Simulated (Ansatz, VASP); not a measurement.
One calculation of LiF, two programs

File INCAR:

```
  PREC = Accurate
  ENCUT = 520
  EDIFF = 1E-6
  ISMEAR = 0
  SIGMA = 0.05
  LREAL = F
  LASPH = T
  NELM = 100
  ALGO = Normal
  ISIF = 2
  LWAVE = F
  LCHARG = F
  NBANDS = 18
```

KPOINTS

```
Automatic mesh
0
Gamma
  9 9 6
```

Contents of POSCAR:

```
LiF
1.0
    3.0609398175     -0.0306093982      0.0000000000
   -1.5569784251      2.6661563405      0.0000000000
    0.0000000000      0.0000000000      4.8073245700
Li F
2 2
Direct
    0.3333333333      0.6666666667      0.3811542600
    0.6666666667      0.3333333333      0.8811542600
    0.3333333333      0.6666666667      0.9938437400
    0.6666666667      0.3333333333      0.4938437400
```

Input for Ansatz:

```yaml
crystal:
  lattice:
    - [3.0609398175, -0.0306093982, 0.0]
    - [-1.5569784251, 2.6661563405, 0.0]
    - [0.0, 0.0, 4.80732457]
  atoms:
    - { symbol: Li, position: [0.3333333333, 0.6666666667, 0.38115426] }
    - { symbol: Li, position: [0.6666666667, 0.3333333333, 0.88115426] }
    - { symbol: F, position: [0.3333333333, 0.6666666667, 0.99384374] }
    - { symbol: F, position: [0.6666666667, 0.3333333333, 0.49384374] }
basis:
  ecutwfc: 420
kpoints:
  mp_grid: { grid: [9, 9, 6] }
hamiltonian:
  xc: lda
scf:
  occupations: { method: gaussian, width: 0.05 }
output:
  forces: true
  stress: true
  eigenvalues: true
```

Change from the starting cell: strain -0.0200 x Voigt [0, 0, 0, 0, 0, 1], atoms carried along.

Alike in both runs: task single point; functional LDA; k mesh 9 × 9 × 6; occupations gaussian, width 0.05 eV; no spin polarisation.

|  | VASP | Ansatz |
| --- | --- | --- |
| version | VASP 6.6.1 | Ansatz 0.2.0 |
| potentials or method | VASP PAW LDA potentials, release 64 (Li_sv, F) | scalar-relativistic, plane waves, PAW |
| plane-wave cutoff (eV) | 520 | 420 |
| valence electrons in the cell | 20 | 20 |

```tsv
	VASP	Ansatz	Ansatz less VASP
gap on the k mesh at the Fermi level (eV)	7.59	7.60	+0.016
least direct gap on the mesh (eV)	7.59	7.60	+0.016
rms of the force components (eV/Å)	0.034	0.033	-0.0006
```

Atom by atom the forces differ by 0.001 eV/Å (rms over components).

Caveats: an odd mesh through Γ misses points on the zone boundary, where band edges often lie.
